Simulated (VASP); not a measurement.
A run of VASP 6.6.1 is set up as follows.

The input INCAR:

```
SYSTEM = W2C
  PREC = Accurate
  ENCUT = 520
  EDIFF = 1E-7
  ISMEAR = 0
  SIGMA = 0.02
  LREAL = .False.
  LASPH = .True.
  NELM = 80
  ALGO = Fast
  ISIF = 2
  LWAVE = .False.
  LCHARG = .False.
  GGA = CA
```

File KPOINTS:

```
Automatic mesh
0
Gamma
  10 10 6
  0 0 0
```

POSCAR

```
W2C
3.07
    1.000014867101      0.000000000000      0.000000000000
   -0.500007433550      0.866038279055      0.000000000000
    0.000000000000      0.000000000000      1.523917915309
W C
2 1
Direct
    0.6666666667      0.3333333333      0.2536690000
    0.3333333333      0.6666666667      0.7463310000
    0.0000000000      0.0000000000      0.0000000000
```

Potentials or basis: VASP PAW LDA potentials, release 64 (W_sv, C).

Launch:

```sh
$ cat potpaw_LDA.64/W_sv/POTCAR potpaw_LDA.64/C/POTCAR > POTCAR
$ mpirun -np 1 vasp_std > vasp.out
```

Task: Estimate the band gap on the k mesh.

Result: None (metal or under the smearing width).

Task: Estimate the largest force.

Result: 0.219 eV/Å.

Task: Estimate the pressure.

Result: -13.5 GPa.

Forces on the atoms (eV/Å):
```
W    0.000  0.000 -0.219
W    0.000  0.000  0.219
C    0.000  0.000  0.000
```

Spin-orbit coupling is left out, which matters for the levels of W.
